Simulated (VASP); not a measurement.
# Ni (Fm-3m) in VASP: further runs

The runs below take Ni through single point, with PBE.

Program: VASP 6.6.1. These are calculated values, not measurements. Logs are shortened: lines on timing, memory, paths and dates and some standing lists are left out, and cuts for length are marked.

## (1) The undisturbed crystal

The structure is cubic, space group Fm-3m (No. 225). Conventional cell: a = 3.524 Å, b = 3.524 Å, c = 3.524 Å, α = 90.00°, β = 90.00°, γ = 90.00°. Ni (site symmetry m-3m) is surrounded by 12 Ni at 2.49 Å.

## (2) Single point, PBE, collinear spin, ferromagnetic start (a relaxed cell with its volume scaled by 0.97)

Contents of INCAR:

```
SYSTEM = Ni
  PREC = Accurate
  ENCUT = 520
  EDIFF = 1E-7
  ISMEAR = 1
  SIGMA = 0.2
  LREAL = .False.
  LASPH = .True.
  NELM = 120
  ALGO = Fast
  ISIF = 2
  LWAVE = .False.
  LCHARG = .False.
  ISPIN = 2
  MAGMOM = 0.8
  LORBIT = 11
  LMAXMIX = 4
  GGA = PE
```

Contents of KPOINTS:

```
regular mesh
0
Gamma
  20 20 20
  0 0 0
```

Contents of POSCAR:

```
Ni                                      
1.0
    0.0000000000      1.7412143523      1.7412143523
    1.7412143523      0.0000000000      1.7412143523
    1.7412143523      1.7412143523      0.0000000000
  Ni            
     1
Direct
     0.0000000000000000    0.0000000000000000    0.0000000000000000
```

Potentials or basis: VASP PAW PBE potentials, release 64 (Ni).

Started as:

```
$ cat potpaw_PBE.64/Ni/POTCAR > POTCAR
$ mpirun -np 1 vasp_std > vasp.out
```

OUTCAR:

```text
SYSTEM = Ni
   PREC = Accurate
   ENCUT = 520
   EDIFF = 1E-7
   ISMEAR = 1
   LREAL = .False.
   LASPH = .True.
   NELM = 120
   ISIF = 2
   ISPIN = 2
   LORBIT = 11
   GGA = PE

 ion  position               nearest neighbor table
   1  0.000  0.000  0.000-

  LATTYP: Found a face centered cubic cell.
 ALAT       =     3.4824287046

  Lattice vectors:

 A1 = (   0.0000000000,   1.7412143523,   1.7412143523)
 A2 = (   1.7412143523,   0.0000000000,   1.7412143523)
 A3 = (   1.7412143523,   1.7412143523,   0.0000000000)

Analysis of symmetry for initial positions (statically):
=====================================================================
 Subroutine PRICEL returns:
 Original cell was already a primitive cell.

 Routine SETGRP: Setting up the symmetry group for a
 face centered cubic supercell.

 Subroutine GETGRP returns: Found 48 space group operations
 (whereof 48 operations were pure point group operations)
 out of a pool of 48 trial point group operations.

The static configuration has the point symmetry O_h .

Analysis of symmetry for dynamics (positions and initial velocities):
=====================================================================
 Subroutine PRICEL returns:
 Original cell was already a primitive cell.

 Routine SETGRP: Setting up the symmetry group for a
 face centered cubic supercell.

 Subroutine GETGRP returns: Found 48 space group operations
 (whereof 48 operations were pure point group operations)
 out of a pool of 48 trial point group operations.

The dynamic configuration has the point symmetry O_h .

Analysis of structural, dynamic, and magnetic symmetry:
=====================================================================
 Subroutine PRICEL returns:
 Original cell was already a primitive cell.

 Routine SETGRP: Setting up the symmetry group for a
 face centered cubic supercell.

 Subroutine GETGRP returns: Found 48 space group operations
 (whereof 48 operations were pure point group operations)
 out of a pool of 48 trial point group operations.

The overall configuration has the point symmetry O_h .

 Subroutine INISYM returns: Found 48 space group operations
 (whereof 48 operations are pure point group operations),
 and found     1 'primitive' translations

----------------------------------------------------------------------------------------

                                     Primitive cell

  volume of cell :      10.5581

  direct lattice vectors                    reciprocal lattice vectors
     0.000000000  1.741214352  1.741214352    -0.287155915  0.287155915  0.287155915
     1.741214352  0.000000000  1.741214352     0.287155915 -0.287155915  0.287155915
     1.741214352  1.741214352  0.000000000     0.287155915  0.287155915 -0.287155915

  length of vectors
     2.462448952  2.462448952  2.462448952     0.497368634  0.497368634  0.497368634

  position of ions in fractional coordinates (direct lattice)
     0.000000000  0.000000000  0.000000000

  ion indices of the primitive-cell ions
   primitive index   ion index
                 1           1

----------------------------------------------------------------------------------------

 KPOINTS: regular mesh

Automatic generation of k-mesh.
 Grid dimensions read from file:
 generate k-points for:   20   20   20

 Generating k-lattice:

  Cartesian coordinates                     Fractional coordinates (reciprocal lattice)
    -0.014357796  0.014357796  0.014357796     0.050000000  0.000000000  0.000000000
     0.014357796 -0.014357796  0.014357796     0.000000000  0.050000000  0.000000000
     0.014357796  0.014357796 -0.014357796     0.000000000  0.000000000  0.050000000

  Length of vectors
     0.024868432  0.024868432  0.024868432

  Shift w.r.t. Gamma in fractional coordinates (k-lattice)
     0.000000000  0.000000000  0.000000000

 Subroutine IBZKPT returns following result:
 ===========================================

 Found    256 irreducible k-points:

 Following reciprocal coordinates:
            Coordinates               Weight
  0.000000  0.000000  0.000000      1.000000
  0.050000  0.000000  0.000000      8.000000
  0.100000  0.000000  0.000000      8.000000
  0.150000  0.000000  0.000000      8.000000
  0.200000  0.000000  0.000000      8.000000
  0.250000  0.000000  0.000000      8.000000
[... 16 lines left out ...]
 -0.400000  0.050000  0.000000     24.000000
 -0.350000  0.050000  0.000000     24.000000
 [... further k-points ...]
   k-points           NKPTS =    256   k-points in BZ     NKDIM =    256   number of bands    NBANDS=      9
   number of dos      NEDOS =    301   number of ions     NIONS =      1
   total plane-waves  NPLWV =   5832
   dimension x,y,z NGX =    18 NGY =   18 NGZ =   18
   dimension x,y,z NGXF=    36 NGYF=   36 NGZF=   36
   ions per type =               1
   NGX,Y,Z   is equivalent  to a cutoff of  12.15, 12.15, 12.15 a.u.
   NGXF,Y,Z  is equivalent  to a cutoff of  24.30, 24.30, 24.30 a.u.
 SYSTEM =  Ni
   PREC   = accura    normal or accurate (medium, high low for compatibility)
   ISTART =      0    job   : 0-new  1-cont  2-samecut
   ICHARG =      2    charge: 1-file 2-atom 10-const
   ISPIN  =      2    spin polarized calculation?
   LNONCOLLINEAR =      F non collinear calculations
   LSORBIT =      F    spin-orbit coupling
   LASPH  =      T    aspherical Exc in radial PAW
   ENCUT  =  520.0 eV  38.22 Ry    6.18 a.u.   4.58  4.58  4.58*2*pi/ulx,y,z
   NELM   =    120;   NELMIN=  2; NELMDL= -5     # of ELM steps
   EDIFF  = 0.1E-06   stopping-criterion for ELM
   LREAL  =      F    real-space projection
   EDIFFG = 0.1E-05   stopping-criterion for IOM
   NSW    =      0    number of steps for IOM
   IBRION =     -1    ionic relax: 0-MD 1-quasi-New 2-CG
   NFREE  =      0    steps in history (QN), initial steepest desc. (CG)
   ISIF   =      2    stress and relaxation
   ISYM   =      2    0-nonsym 1-usesym 2-fastsym
   POTIM  = 0.5000    time-step for ionic-motion
   TEBEG  =    0.0;   TEEND  =   0.0 temperature during run
   PSTRESS=    0.0 pullay stress
   NELECT =      10.0000    total number of electrons
   NUPDOWN=      -1.0000    fix difference up-down
   EMIN   =  10.00;   EMAX   =-10.00  energy-range for DOS
   EFERMI =   0.00;   METHOD = LEGACY
   ISMEAR =     1;   SIGMA  =   0.20  broadening in eV -4-tet -1-fermi 0-gaus
   EFERMI_NEDOS =   21; number of points for ismear=-14 and -15
   IALGO  =     68    algorithm
   IMIX   =      4    mixing-type and parameters
     AMIX     =   0.40;   BMIX     =  1.00
     AMIX_MAG =   1.60;   BMIX_MAG =  1.00
  volume/ion in A,a.u.               =      10.56        71.25
  Fermi-wavevector in a.u.,A,eV,Ry     =   1.607728  3.038166 35.168197  2.584790
  Thomas-Fermi vector in A             =   2.703711
   LORBIT       =     11    0 simple, 1 ext, 2 COOP (PROOUT), +10 PAW based schemes
   GGA     = PE    functional components
   LHFCALC =     F    Hartree Fock is set to
   AEXX    =    0.0000 exact exchange contribution
   IVDW    =     0    specifies the selected vdW correction
   LEPSILON=     F    determine dielectric tensor
   LRPA    =     F    only Hartree local field effects (RPA)
 spin polarized calculation
 RMM-DIIS sequential band-by-band and
 Methfessel and Paxton  Order N= 1 SIGMA  =   0.20
  energy-cutoff  :      520.00
  volume of cell :       10.56
 maximum number of plane-waves:       296
   NGX =  9   NGY =  9   NGZ =  9

 number of electron      10.0000002 magnetization       0.6260749

 Free energy of the ion-electron system (eV)
  ---------------------------------------------------
  ext. energy  EPLUGINS =         0.00000000
  ---------------------------------------------------
  free energy    TOTEN  =        -5.46476701 eV

  energy without entropy =       -5.46343374  energy(sigma->0) =       -5.46432258

 E-fermi :   9.8061     XC(G=0): -13.4338

 val. band max:        9.8058150567   @ k =   0.3500   0.2500   0.0500
 cond. band min:       9.8065448553   @ k =  -0.2500   0.3500   0.1500
 fundamental gap:      0.0007297985
 Fermi energy:         9.8060815655

 spin component 1

 k-point     1 :       0.0000    0.0000    0.0000
  band No.  band energies     occupation
      1       0.5869      1.00000
      2       7.2927      1.00000
      3       7.2927      1.00000
      4       7.2927      1.00000
      5       8.5222      1.00000
      6       8.5222      1.00000
      7      33.7869      0.00000
      8      37.8842      0.00000
      9      37.8842      0.00000

 k-point     2 :       0.0500    0.0000    0.0000
  band No.  band energies     occupation
      1       0.6871      1.00000
      2       7.2659      1.00000
      3       7.3157      1.00000
      4       7.3157      1.00000
      5       8.5121      1.00000
      6       8.5121      1.00000
      7      33.5114      0.00000
      8      36.4936      0.00000
      9      37.6453      0.00000
[... 253 lines left out ...]
 k-point    24 :      -0.3500    0.0500    0.0000
  band No.  band energies     occupation
      1       4.4665      1.00000
      2       7.3808      1.00000
      3       7.4381      1.00000
      4       7.5573      1.00000
      5       8.8694      1.00000
      6       9.2330      1.00019
      7      19.1916      0.00000
      8      31.8253      0.00000
      9      34.2838      0.00000

 [... further k-points ...]

 spin component 2

 k-point     1 :       0.0000    0.0000    0.0000
  band No.  band energies     occupation
      1       0.5541      1.00000
      2       8.0474      1.00000
      3       8.0475      1.00000
      4       8.0475      1.00000
      5       9.1062      1.00000
      6       9.1062      1.00000
      7      33.6293      0.00000
      8      37.8620      0.00000
      9      37.8620      0.00000

 k-point     2 :       0.0500    0.0000    0.0000
  band No.  band energies     occupation
      1       0.6544      1.00000
      2       8.0172      1.00000
      3       8.0714      1.00000
      4       8.0714      1.00000
      5       9.0955      1.00000
      6       9.0955      1.00000
      7      33.3839      0.00000
      8      36.4851      0.00000
      9      37.6433      0.00000
[... 253 lines left out ...]
 k-point    24 :      -0.3500    0.0500    0.0000
  band No.  band energies     occupation
      1       4.6864      1.00000
      2       7.9122      1.00000
      3       8.0257      1.00000
      4       8.0685      1.00000
      5       9.5997      1.02813
      6       9.9270      0.07788
      7      19.4421      0.00000
      8      31.7872      0.00000
      9      34.2950      0.00000

 [... further k-points ...]

------------------------ aborting loop because EDIFF is reached ----------------------------------------

  FORCE on cell =-STRESS in cart. coord.  units (eV):
  Direction    XX          YY          ZZ          XY          YZ          ZX
  --------------------------------------------------------------------------------------
  -------------------------------------------------------------------------------------
  Total        0.4257888      0.4257888      0.4257888      0.0000000     -0.0000000      0.0000000
  in kB       64.6127380     64.6127380     64.6127380      0.0000000     -0.0000000      0.0000000
  external PRESSURE =      64.6127380 kB  Pullay stress =       0.0000000 kB

 VOLUME and BASIS-vectors are now :
 -----------------------------------------------------------------------------
  energy-cutoff  :      520.00
  volume of cell :       10.56
      direct lattice vectors                 reciprocal lattice vectors
     0.000000000  1.741214352  1.741214352    -0.287155915  0.287155915  0.287155915
     1.741214352  0.000000000  1.741214352     0.287155915 -0.287155915  0.287155915
     1.741214352  1.741214352  0.000000000     0.287155915  0.287155915 -0.287155915

 POSITION                                       TOTAL-FORCE (eV/Angst)
 -----------------------------------------------------------------------------------
      0.00000      0.00000      0.00000         0.000000      0.000000     -0.000000
 -----------------------------------------------------------------------------------
    total drift:                                0.000000     -0.000000     -0.000000

  FREE ENERGIE OF THE ION-ELECTRON SYSTEM (eV)
  ---------------------------------------------------
  free  energy   TOTEN  =        -5.4647670055 eV

  energy  without entropy=       -5.4634337416  energy(sigma->0) =       -5.46432258

 total charge

# of ion       s       p       d       tot
------------------------------------------
    1        0.511   0.525   8.329   9.365

 magnetization (x)

# of ion       s       p       d       tot
------------------------------------------
    1       -0.006  -0.026   0.667   0.635
```

Wall time 44 s (1 thread of Intel Xeon Platinum 8259CL at 2.50GHz (Skylake/Cascade Lake), shared host); peak memory 0.15 GiB.

What came out:

```
Free energy                                           : -5.4648 eV
Pressure                                              : 6.5 GPa
Band gap on the k mesh                                : none (metal or under the smearing width)
Net moment                                            : 0.63 μB per cell
Site moments                                          : Ni +0.64 μB
Valence electrons inside the program's atomic spheres : Ni 9.37
```

Levels at points of the mesh, in eV from the Fermi level:
Spin up:
```tsv
k point	band 2	band 3	band 4	band 5	band 6	band 7	band 8	band 9
(0.00, 0.00, 0.00)	-2.51	-2.51	-2.51	-1.28	-1.28	23.98	28.08	28.08
(0.50, 0.00, 0.00)	-2.50	-2.50	-0.60	-0.60	-0.35	5.88	22.46	25.20
(0.50, 0.50, 0.00)	-4.36	-0.54	-0.46	-0.46	2.47	9.49	15.11	15.11
```
Spin down:
```tsv
k point	band 2	band 3	band 4	band 5	band 6	band 7	band 8	band 9
(0.00, 0.00, 0.00)	-1.76	-1.76	-1.76	-0.70	-0.70	23.82	28.06	28.06
(0.50, 0.00, 0.00)	-1.88	-1.88	-0.40	0.16	0.16	6.31	22.32	25.29
(0.50, 0.50, 0.00)	-3.74	0.07	0.41	0.41	2.43	9.74	15.12	15.12
```

## (3) Single point, PBE, collinear spin, ferromagnetic start (a relaxed cell with its volume scaled by 1.03)

INCAR is that of step 2.

KPOINTS is that of step 2.

Contents of POSCAR:

```
Ni                                      
1.0
    0.0000000000      1.7763998797      1.7763998797
    1.7763998797      0.0000000000      1.7763998797
    1.7763998797      1.7763998797      0.0000000000
  Ni            
     1
Direct
     0.0000000000000000    0.0000000000000000    0.0000000000000000
```

Potentials or basis: VASP PAW PBE potentials, release 64 (Ni).

Started as:

```
$ cat potpaw_PBE.64/Ni/POTCAR > POTCAR
$ mpirun -np 1 vasp_std > vasp.out
```

Wall time 52 s (1 thread of Intel Xeon Platinum 8259CL at 2.50GHz (Skylake/Cascade Lake), shared host); peak memory 0.17 GiB.

The run converged. Its results:

```
Free energy                                           : -5.4654 eV
Pressure                                              : -5.4 GPa
Band gap on the k mesh                                : none (metal or under the smearing width)
Net moment                                            : 0.63 μB per cell
Site moments                                          : Ni +0.65 μB
Valence electrons inside the program's atomic spheres : Ni 9.26
```

Levels at points of the mesh, in eV from the Fermi level:
Spin up:
```tsv
k point	band 2	band 3	band 4	band 5	band 6	band 7	band 8	band 9
(0.00, 0.00, 0.00)	-2.37	-2.37	-2.37	-1.23	-1.23	23.47	27.10	27.10
(0.50, 0.00, 0.00)	-2.34	-2.34	-0.62	-0.62	-0.23	5.45	21.98	24.15
(0.50, 0.50, 0.00)	-4.05	-0.56	-0.50	-0.50	2.43	8.96	14.55	14.55
```
Spin down:
```tsv
k point	band 2	band 3	band 4	band 5	band 6	band 7	band 8	band 9
(0.00, 0.00, 0.00)	-1.60	-1.60	-1.60	-0.65	-0.65	23.30	27.08	27.08
(0.50, 0.00, 0.00)	-1.72	-1.72	-0.30	0.15	0.15	5.87	21.82	24.24
(0.50, 0.50, 0.00)	-3.42	0.06	0.38	0.38	2.39	9.19	14.55	14.55
```

(Part 1 of 2 ends here.)
